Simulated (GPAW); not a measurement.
Runs of GPAW 26.7.0 on CdSe (Cadmoselite). It takes space group P6_3mc (No. 186, hexagonal). Conventional cell: a = 4.300 Å, b = 4.300 Å, c = 7.020 Å, α = 90.00°, β = 90.00°, γ = 120.00°. Around Cd (site symmetry 3m) lie 4 Se at 2.61 to 2.70 Å. Se (site symmetry 3m) is surrounded by 4 Cd at 2.61 to 2.70 Å. 

| task | cell | smearing | maxiter | convergence | response ecut | response k mesh | response bands | gap on the mesh (eV) |
| --- | --- | --- | --- | --- | --- | --- | --- | --- |
| single point | P6_3mc, 28.1 Å³/atom | fermi-dirac 0.05 eV | 120 | default | - | - | - | 0.42 |
| dielectric tensor | P6_3mc, 27.54 Å³/atom | fermi-dirac 0.001 eV | 150 | - | 80 eV | 11 × 11 × 6 | 58 | 0.46 |
| dielectric tensor | P6_3mc, 26.42 Å³/atom | fermi-dirac 0.001 eV | 150 | - | 80 eV | 11 × 11 × 6 | 58 | 0.55 |
| dielectric tensor | P6_3mc, 26.98 Å³/atom | fermi-dirac 0.001 eV | 150 | - | 80 eV | 11 × 11 × 6 | 58 | 0.50 |
| dielectric tensor | P6_3mc, 29.79 Å³/atom | fermi-dirac 0.001 eV | 150 | - | 80 eV | 11 × 11 × 6 | 58 | 0.31 |
| dielectric tensor | P6_3mc, 28.1 Å³/atom | fermi-dirac 0.001 eV | 150 | - | 80 eV | 11 × 11 × 6 | 58 | 0.42 |
| dielectric tensor | P6_3mc, 28.66 Å³/atom | fermi-dirac 0.001 eV | 150 | - | 80 eV | 11 × 11 × 6 | 58 | (a) |
| dielectric tensor | P6_3mc, 29.23 Å³/atom | fermi-dirac 0.001 eV | 150 | - | 80 eV | 11 × 11 × 6 | 58 | (b) |

Alike in all rows: level LDA; potentials or basis the program's PAW data sets (release 1.2.1) made for this functional, pw; no spin polarisation; k mesh 6 × 6 × 3; cutoff (eV) 500.

Q: Estimate the missing entries.

A: (a) 0.38; (b) 0.35.

Caveats: the gap is small at this level, which inflates the dielectric constant (some runs); the long-wavelength limit can be off by several per cent where d states take part (some runs); an odd mesh through Γ misses points on the zone boundary, where band edges often lie (some runs); the cutoff is short for stress and forces, so pressures can be off by a GPa or more (some runs).

A k mesh can miss the band edges, and the runs leave out spin-orbit coupling on Cd, Se.

Runs at the PBE level aren't shown here.
